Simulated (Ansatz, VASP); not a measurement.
## AlRu in VASP and in Ansatz

```xyz
2
Lattice="2.9916 0.0000 0.0000 0.0000 2.9916 0.0000 0.0000 0.0000 2.9916" Properties=species:S:1:pos:R:3 pbc="T T T"
Ru    1.4958    1.4958    1.4958
Al    0.0000    0.0000    0.0000
```

Alike in both runs: task relaxation of cell and atoms; functional B3LYP; k mesh 5 × 5 × 5; occupations fermi-dirac, width 0.05 eV; no spin polarisation.

|  | VASP | Ansatz |
| --- | --- | --- |
| version | VASP 6.6.1 | Ansatz 0.2.0 |
| potentials or method | VASP PAW PBE potentials, release 64 (Ru_pv, Al) | Ansatz PAW |
| plane-wave cutoff (eV) | 600 | 420 |
| valence electrons in the cell | 17 | 19 |

VASP gave:

| Quantity | Value |
| --- | --- |
| gap on the k mesh at the Fermi level, each at its own relaxed structure (eV) | none |
| relaxed volume (Å³/atom) | 13.64 |
| relaxed cell length with the largest relative difference (Å) | 3.010 |
| energy change over the relaxation (meV/atom) | -3 |

Question: Estimate Ansatz's values.

Answer: gap on the k mesh at the Fermi level, each at its own relaxed structure (eV): none; relaxed volume (Å³/atom): 13.61; relaxed cell length with the largest relative difference (Å): 3.008; energy change over the relaxation (meV/atom): -2.

A gap of «none» marks a metal or a gap that the smearing closes. The two sets of potentials don't hold the same shells in valence.

Caveats: the k mesh is coarse (spacing up to 0.42 Å⁻¹), so the values aren't converged, least of all with exact exchange; the PAW data sets were made with another functional, which shifts forces and pressure a little (VASP); the plane-wave basis is chosen anew once the cell has moved, so the energies of steps on either side of that aren't comparable (Ansatz); the PAW data sets come from PBE, with cores solved anew for the run's functional, which leaves a small shift of forces and pressure (Ansatz). Zero-point motion and thermal expansion aren't in these numbers.
